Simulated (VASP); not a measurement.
Si, 2 atoms in the cell. The typed cell holds 2 atoms: a = 4.390 Å, b = 4.317 Å, c = 3.989 Å, α = 54.32°, β = 61.08°, γ = 48.94°.  The cell isn't the ideal one: all atoms moved at random, sigma 0.15 Å a component, cell strained at random, sigma 0.1.

- Program: VASP 6.6.1
- Task: electron localisation function
- Functional: LDA
- Potentials or basis: VASP PAW LDA potentials, release 64 (Si)
- Cutoff: 520 eV
- k mesh: 8 × 9 × 8
- Occupations: gaussian, width 0.02 eV
- Spin: no spin polarisation
- Further INCAR settings: ALGO = Normal; EDIFF = 1e-06

Potentials or basis: VASP PAW LDA potentials, release 64 (Si).

The run is started by

```sh
$ cat potpaw_LDA.64/Si/POTCAR > POTCAR
$ mpirun -np 1 vasp_std > vasp.out
```

Hardware: 1 thread of Intel(R) Xeon(R) 6975P-C (Granite Rapids), with other jobs on the host.

Q: How long does it take, and how much memory?

A: Run time: 57 s on 1 thread of Intel(R) Xeon(R) 6975P-C (Granite Rapids) (shared host), peak memory 0.21 GiB. Counts: scf iterations 11, k points 290.
